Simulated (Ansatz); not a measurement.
Starting structure, 1 H2 a cell, upright, over a top Mg site (MgO, Fm-3m (No. 225), (1 1 1) face):

```yaml
crystal:
  lattice:
    - [5.95062, 0.00000, 0.00000]
    - [-2.97531, 5.15339, 0.00000]
    - [0.00000, 0.00000, 24.82332]
  atoms:
    - { symbol: O, position: [0.16667, 0.33333, 0.32228] }
    - { symbol: O, position: [0.16667, 0.83333, 0.32228] }
    - { symbol: O, position: [0.66667, 0.33333, 0.32228] }
    - { symbol: O, position: [0.66667, 0.83333, 0.32228] }
    - { symbol: Mg, position: [0.33333, 0.16667, 0.37121] }
    - { symbol: Mg, position: [0.33333, 0.66667, 0.37121] }
    - { symbol: Mg, position: [0.83333, 0.16667, 0.37121] }
    - { symbol: Mg, position: [0.83333, 0.66667, 0.37121] }
    - { symbol: O, position: [0.50000, 0.50000, 0.42014] }
    - { symbol: O, position: [0.50000, 0.00000, 0.42014] }
    - { symbol: O, position: [0.00000, 0.50000, 0.42014] }
    - { symbol: O, position: [0.00000, 0.00000, 0.42014] }
    - { symbol: Mg, position: [0.66667, 0.33333, 0.46525] }
    - { symbol: Mg, position: [0.66667, 0.83333, 0.46525] }
    - { symbol: Mg, position: [0.16667, 0.33333, 0.46525] }
    - { symbol: Mg, position: [0.16667, 0.83333, 0.46525] }
    - { symbol: O, position: [0.83333, 0.66667, 0.52002] }
    - { symbol: O, position: [0.83333, 0.16667, 0.52002] }
    - { symbol: O, position: [0.33333, 0.66667, 0.52002] }
    - { symbol: O, position: [0.33333, 0.16667, 0.52002] }
    - { symbol: Mg, position: [0.00000, 0.50000, 0.56573] }
    - { symbol: Mg, position: [0.00000, 0.00000, 0.56573] }
    - { symbol: Mg, position: [0.50000, 0.50000, 0.56573] }
    - { symbol: Mg, position: [0.50000, 0.00000, 0.56573] }
    - { symbol: H, position: [0.50000, 0.00000, 0.67934] }
    - { symbol: H, position: [0.50000, 0.00000, 0.70955] }
```

These are results of Ansatz, DFT PBE+D3(BJ), scalar-relativistic, plane waves, PAW, not measurements. Plane waves to 420 eV, a k mesh through Γ of 3×3×1 on the computed 26-atom cell and Gaussian smearing (0.05 eV); no spin polarisation. A dipole correction removes the field between periodic images along c.

Atoms 1, 2, 3, 4, 5, 6, 7, 8, 9, 10, 11, 12 (counted from 1) are held. The cell is fixed. Force threshold 0.04 eV/Å.

Q: Where does it end?

A: The energy falls by 0.041 eV in 5 steps, to:

```yaml
crystal:
  lattice:
    - [5.95062, 0.00000, 0.00000]
    - [-2.97531, 5.15339, 0.00000]
    - [0.00000, 0.00000, 24.82332]
  atoms:
    - { symbol: O, position: [0.16667, 0.33333, 0.32228] }
    - { symbol: O, position: [0.16667, 0.83333, 0.32228] }
    - { symbol: O, position: [0.66667, 0.33333, 0.32228] }
    - { symbol: O, position: [0.66667, 0.83333, 0.32228] }
    - { symbol: Mg, position: [0.33333, 0.16667, 0.37121] }
    - { symbol: Mg, position: [0.33333, 0.66667, 0.37121] }
    - { symbol: Mg, position: [0.83333, 0.16667, 0.37121] }
    - { symbol: Mg, position: [0.83333, 0.66667, 0.37121] }
    - { symbol: O, position: [0.50000, 0.50000, 0.42014] }
    - { symbol: O, position: [0.50000, 0.00000, 0.42014] }
    - { symbol: O, position: [0.00000, 0.50000, 0.42014] }
    - { symbol: O, position: [0.00000, 0.00000, 0.42014] }
    - { symbol: Mg, position: [0.66671, 0.33342, 0.46518] }
    - { symbol: Mg, position: [0.66671, 0.83329, 0.46518] }
    - { symbol: Mg, position: [0.16667, 0.33333, 0.46522] }
    - { symbol: Mg, position: [0.16658, 0.83329, 0.46518] }
    - { symbol: O, position: [0.83333, 0.66667, 0.51990] }
    - { symbol: O, position: [0.83336, 0.16668, 0.51986] }
    - { symbol: O, position: [0.33332, 0.66664, 0.51986] }
    - { symbol: O, position: [0.33332, 0.16668, 0.51986] }
    - { symbol: Mg, position: [0.00000, 0.50000, 0.56563] }
    - { symbol: Mg, position: [0.00000, 0.00000, 0.56563] }
    - { symbol: Mg, position: [0.50000, 0.50000, 0.56563] }
    - { symbol: Mg, position: [0.50000, 0.00000, 0.56536] }
    - { symbol: H, position: [0.50000, 0.00000, 0.70441] }
    - { symbol: H, position: [0.50000, 0.00000, 0.73471] }
```

The end is the local minimum or symmetric point that this start leads to. The slab is only 6.1 Å thick, so the energy isn't converged with thickness.

Spin polarisation was left out, and a magnetic state may lie lower.

Cost: 1 run of about 3.9 core-minutes, on Arm Neoverse V1 (shared hosts).